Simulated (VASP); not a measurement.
# NaI (Fm-3m) in VASP: notebook, part 2 of 2

VASP 6.6.1. The steps go on from the part before.

### Step 3. Relaxation of cell and atoms, vdW-DF-cx

Input file INCAR:

```
AGGAC    = 0.0          
ALGO     = Fast           # electronic algorithm
EDIFF    = 1E-6           # SCF threshold, eV
EDIFFG   = -0.01          # ionic threshold
ENCUT    = 600            # plane-wave cutoff, eV
GGA      = CX             # functional
IBRION   = 2              # ionic algorithm
ISIF     = 3              # what is computed and relaxed
ISMEAR   = -1             # smearing method
LASPH    = T              # aspherical terms in the spheres
LCHARG   = F              # write CHGCAR
LREAL    = F              # projectors in reciprocal space
LUSE_VDW = T            
LWAVE    = F              # write WAVECAR
NELM     = 100            # most SCF steps
NSW      = 60             # ionic steps
PREC     = Accurate       # precision mode
SIGMA    = 0.05           # smearing width, eV
```

Input file KPOINTS:

```
k-points
0
Gamma
  7 7 7
```

Input file POSCAR:

```
NaI
1.0
    0.0000000000      3.2364000000      3.2364000000
    3.2364000000      0.0000000000      3.2364000000
    3.2364000000      3.2364000000      0.0000000000
I Na
1 1
Direct
    0.5000000000      0.5000000000      0.5000000000
    0.0000000000      0.0000000000      0.0000000000
```

Potentials or basis: VASP PAW PBE potentials, release 64 (I, Na_pv).

Command:

```sh
$ cat potpaw_PBE.64/I/POTCAR potpaw_PBE.64/Na_pv/POTCAR > POTCAR
$ mpirun -np 1 vasp_std > vasp.out
```

OUTCAR:

```text
EDIFF = 1E-6
   EDIFFG = -0.01
   ENCUT = 600
   GGA = CX
   IBRION = 2
   ISIF = 3
   ISMEAR = -1
   LASPH = T
   LREAL = F
   NELM = 100
   NSW = 60
   PREC = Accurate

 ion  position               nearest neighbor table
   1  0.500  0.500  0.500-
   2  0.000  0.000  0.000-

  LATTYP: Found a face centered cubic cell.
 ALAT       =     6.4728000000

  Lattice vectors:

 A1 = (   0.0000000000,   3.2364000000,   3.2364000000)
 A2 = (   3.2364000000,   0.0000000000,   3.2364000000)
 A3 = (   3.2364000000,   3.2364000000,   0.0000000000)

Analysis of symmetry for initial positions (statically):
=====================================================================
 Subroutine PRICEL returns:
 Original cell was already a primitive cell.

 Routine SETGRP: Setting up the symmetry group for a
 face centered cubic supercell.

 Subroutine GETGRP returns: Found 48 space group operations
 (whereof 48 operations were pure point group operations)
 out of a pool of 48 trial point group operations.

The static configuration has the point symmetry O_h .

Analysis of symmetry for dynamics (positions and initial velocities):
[... 149 lines left out ...]

 number of electron      13.9999994 magnetization

 Free energy of the ion-electron system (eV)
  ---------------------------------------------------
  ext. energy  EPLUGINS =         0.00000000
  ---------------------------------------------------
  free energy    TOTEN  =        -1.35331252 eV

  energy without entropy =       -1.35331252  energy(sigma->0) =       -1.35331252

------------------------ aborting loop because EDIFF is reached ----------------------------------------

  FORCE on cell =-STRESS in cart. coord.  units (eV):
  Direction    XX          YY          ZZ          XY          YZ          ZX
  --------------------------------------------------------------------------------------
  -------------------------------------------------------------------------------------
  Total       -0.0631924     -0.0631924     -0.0631924      0.0000000      0.0000000      0.0000000
  in kB       -1.4933396     -1.4933396     -1.4933396      0.0000000      0.0000000      0.0000000
  external PRESSURE =      -1.4933396 kB  Pullay stress =       0.0000000 kB
[... 63 lines left out ...]
--------------------------------------- Ionic step        3  -------------------------------------------

 number of electron      13.9999996 magnetization

 Free energy of the ion-electron system (eV)
  ---------------------------------------------------
  ext. energy  EPLUGINS =         0.00000000
  ---------------------------------------------------
  free energy    TOTEN  =        -1.35355284 eV

  energy without entropy =       -1.35355284  energy(sigma->0) =       -1.35355284

 E-fermi :   1.9033     XC(G=0):  -7.7138

 val. band max:        0.8302758350   @ k =   0.0000   0.0000   0.0000
 cond. band min:       4.5682233197   @ k =   0.0000   0.0000   0.0000
 fundamental gap:      3.7379474847
 Fermi energy:         1.9032701089

 k-point     1 :       0.0000    0.0000    0.0000
  band No.  band energies     occupation
      1     -21.5304      2.00000
      2     -21.5304      2.00000
      3     -21.5304      2.00000
      4     -10.2267      2.00000
      5       0.8303      2.00000
      6       0.8303      2.00000
      7       0.8303      2.00000
      8       4.5682      0.00000
      9       8.7364      0.00000
     10       8.7364      0.00000
     11       8.7364      0.00000
[... 297 lines left out ...]
  energy  without entropy=       -1.3535528373  energy(sigma->0) =       -1.35355284

Total vdW correction in eV:      3.4617776

 reached required accuracy - stopping structural energy minimisation
```

OSZICAR:

```text
N       E                     dE             d eps       ncg     rms          rms(c)
DAV:   1     0.848380597370E+02    0.84838E+02   -0.72866E+03   440   0.126E+03
DAV:   2     0.537216531475E+01   -0.79466E+02   -0.74108E+02   489   0.245E+02
DAV:   3    -0.121568377805E+01   -0.65878E+01   -0.65456E+01   557   0.731E+01
[... 29 lines left out ...]
RMM:   7    -0.135355296198E+01    0.14675E-04   -0.10757E-04   568   0.664E-02    0.586E-02
RMM:   8    -0.135356702785E+01   -0.14066E-04   -0.34519E-05   528   0.411E-02    0.144E-01
RMM:   9    -0.135355265928E+01    0.14369E-04   -0.43683E-05   456   0.392E-02    0.410E-02
RMM:  10    -0.135355345711E+01   -0.79783E-06   -0.19367E-05   409   0.270E-02    0.182E-02
RMM:  11    -0.135355283735E+01    0.61976E-06   -0.11326E-06   275   0.964E-03
   3 F= -.13535528E+01 E0= -.13535528E+01  d E =-.240318E-03
```

Run time: 4 min. Hardware: 1 thread of Intel Xeon Platinum 8488C (Sapphire Rapids), shared host; peak memory 0.57 GiB.

What came out:

```yaml
Free_energy: -1.3536 eV
Relaxed_volume: 33.62 Å³/atom
Relaxed_cell: a = 4.564 Å, b = 4.564 Å, c = 4.564 Å, α = 60.00°, β = 60.00°, γ = 60.00°
Space_group_after_relaxing_to_0.05_Å: Fm-3m (No. 225)
Energy_gained_by_relaxing: 0.1 meV/atom
Ionic_steps: 3
Pressure_after_relaxing: 0.0 GPa
Band_gap_on_the_k_mesh: 3.74 eV, direct
```

The path:
```
step  energy change (eV)  largest force (eV/Å)  pressure (GPa)  volume (Å³)
   1              0.0000                0.0000           -0.15        67.80
   2             -0.0002                0.0000           -0.05        67.49
   3             -0.0002                0.0000            0.01        67.24
```

Final structure:
```
CELL_PARAMETERS angstrom
0.00000 3.22744 3.22744
3.22744 0.00000 3.22744
3.22744 3.22744 0.00000
ATOMIC_POSITIONS crystal
I 0.50000 0.50000 0.50000
Na 0.00000 0.00000 0.00000
```

Levels at points of the mesh, in eV from the valence-band top:
```csv
k point,band 3,band 4,band 5,band 6,band 7,band 8,band 9,band 10,band 11
"(0.00, 0.00, 0.00)",-22.36,-11.06,0.00,0.00,0.00,3.74,7.91,7.91,7.91
```

Caveat: the PAW data sets were made with another functional, which shifts forces and pressure a little; spin-orbit coupling is left out, which moves the levels of the heavy elements.

### Step 4. Relaxation of cell and atoms, optB86b-vdW

Input file INCAR:

```
PREC = Accurate
ENCUT = 600
EDIFF = 1E-6
ISMEAR = -1
SIGMA = 0.05
LREAL = F
LASPH = T
NELM = 80
ALGO = Normal
ISIF = 3
LWAVE = F
LCHARG = F
GGA = MK
LUSE_VDW = T
AGGAC = 0.0
PARAM1 = 0.1234
PARAM2 = 1.0
IBRION = 2
NSW = 60
EDIFFG = -0.01
```

Input file KPOINTS:

```
Automatic mesh
0
Gamma
  7 7 7
```

POSCAR is that of step 3.

Command:

```sh
$ cat potpaw_PBE.64/I/POTCAR potpaw_PBE.64/Na_pv/POTCAR > POTCAR
$ mpirun -np 1 vasp_std > vasp.out
```

Run time: 3.6 min. Hardware: 1 thread of Intel Xeon Platinum 8488C (Sapphire Rapids), shared host; peak memory 0.57 GiB.

The run converged. Its results:

- Free energy: -1.3910 eV
- Relaxed volume: 33.26 Å³/atom
- Relaxed cell: a = 4.548 Å, b = 4.548 Å, c = 4.548 Å, α = 60.00°, β = 60.00°, γ = 60.00°
- Space group after relaxing (to 0.05 Å): Fm-3m (No. 225)
- Energy gained by relaxing: 0.8 meV/atom
- Ionic steps: 3
- Pressure after relaxing: 0.0 GPa
- Band gap on the k mesh: 3.70 eV, direct

Step by step:
```tsv
step	energy change (eV)	largest force (eV/Å)	pressure (GPa)	volume (Å³)
1	0.0000	0.0000	-0.35	67.80
2	-0.0012	0.0000	-0.18	67.07
3	-0.0016	0.0000	-0.04	66.52
```

Final structure:
```cif
data_structure
_symmetry_space_group_name_H-M 'P 1'
_symmetry_Int_Tables_number 1
_cell_length_a 4.5479
_cell_length_b 4.5479
_cell_length_c 4.5479
_cell_angle_alpha 60.000
_cell_angle_beta 60.000
_cell_angle_gamma 60.000
_cell_volume 66.52
loop_
_atom_site_label
_atom_site_type_symbol
_atom_site_fract_x
_atom_site_fract_y
_atom_site_fract_z
_atom_site_occupancy
I1 I 0.50000 0.50000 0.50000 1
Na1 Na 0.00000 0.00000 0.00000 1
```

Levels at points of the mesh, in eV from the valence-band top:
| k point | band 3 | band 4 | band 5 | band 6 | band 7 | band 8 | band 9 | band 10 | band 11 |
| --- | --- | --- | --- | --- | --- | --- | --- | --- | --- |
| (0.00, 0.00, 0.00) | -22.47 | -11.09 | 0.00 | 0.00 | 0.00 | 3.70 | 7.91 | 7.91 | 7.91 |

Caveat: the PAW data sets were made with another functional, which shifts forces and pressure a little; spin-orbit coupling is left out, which moves the levels of the heavy elements.

### Step 5. Relaxation of cell and atoms, optB88-vdW

Input file INCAR:

```
SYSTEM = NaI
PREC = Accurate ; ENCUT = 600
EDIFF = 1E-7 ; ISMEAR = -1
SIGMA = 0.05 ; LREAL = .FALSE.
LASPH = .TRUE. ; NELM = 100
ALGO = Fast ; ISIF = 3
LWAVE = .FALSE. ; LCHARG = .FALSE.
GGA = BO ; LUSE_VDW = .TRUE.
AGGAC = 0.0 ; PARAM1 = 0.1833333333
PARAM2 = 0.22 ; IBRION = 2
NSW = 40 ; EDIFFG = -0.01
```

Input file KPOINTS:

```
Automatic mesh
0
G
  7 7 7
  0 0 0
```

POSCAR is that of step 4.

Command:

```sh
$ cat potpaw_PBE.64/I/POTCAR potpaw_PBE.64/Na_pv/POTCAR > POTCAR
$ mpirun -np 1 vasp_std > vasp.out
```

Run time: 4.7 min. Hardware: 1 thread of Intel Xeon Platinum 8488C (Sapphire Rapids), shared host; peak memory 0.57 GiB.

The run converged. Its results:

* Free energy: -1.3907 eV
* Relaxed volume: 33.39 Å³/atom
* Relaxed cell: a = 4.554 Å, b = 4.554 Å, c = 4.554 Å, α = 60.00°, β = 60.00°, γ = 60.00°
* Space group after relaxing (to 0.05 Å): Fm-3m (No. 225)
* Energy gained by relaxing: 0.5 meV/atom
* Ionic steps: 3
* Pressure after relaxing: 0.0 GPa
* Band gap on the k mesh: 3.68 eV, direct

The path:
| step | energy change (eV) | largest force (eV/Å) | pressure (GPa) | volume (Å³) |
| --- | --- | --- | --- | --- |
| 1 | 0.0000 | 0.0000 | -0.29 | 67.80 |
| 2 | -0.0008 | 0.0000 | -0.14 | 67.19 |
| 3 | -0.0011 | 0.0000 | -0.04 | 66.77 |

Final structure:
```cif
data_structure
_symmetry_space_group_name_H-M 'P 1'
_symmetry_Int_Tables_number 1
_cell_length_a 4.5538
_cell_length_b 4.5538
_cell_length_c 4.5538
_cell_angle_alpha 60.000
_cell_angle_beta 60.000
_cell_angle_gamma 60.000
_cell_volume 66.77
loop_
_atom_site_label
_atom_site_type_symbol
_atom_site_fract_x
_atom_site_fract_y
_atom_site_fract_z
_atom_site_occupancy
I1 I 0.50000 0.50000 0.50000 1
Na1 Na 0.00000 0.00000 0.00000 1
```

Levels at points of the mesh, in eV from the valence-band top:
```
           k point  band 4  band 5  band 6  band 7  band 8  band 9  band 10  band 11
(0.00, 0.00, 0.00)  -11.09    0.00    0.00    0.00    3.68    7.93     7.93     7.93
```

Caveat: the PAW data sets were made with another functional, which shifts forces and pressure a little; spin-orbit coupling is left out, which moves the levels of the heavy elements.

### Step 6. Summary

```tsv
level	gap on the mesh (eV)	pressure (GPa)	relaxed volume (Å³/atom)
BEEF-vdW	3.69	0.0	34.66
vdW-DF-cx	3.74	0.0	33.62
optB86b-vdW	3.70	0.0	33.26
optB88-vdW	3.68	0.0	33.39
```

Alike in all rows: task relaxation of cell and atoms; potentials or basis VASP PAW PBE potentials, release 64 (I, Na_pv); no spin polarisation; cell relaxed; k mesh 7 × 7 × 7; cutoff (eV) 600; smearing fermi-dirac 0.05 eV.

Caveats: the PAW data sets were made with another functional, which shifts forces and pressure a little; spin-orbit coupling is left out, which moves the levels of the heavy elements.

Total energies depend on the potentials used, so only differences within one code and one set of settings carry meaning.
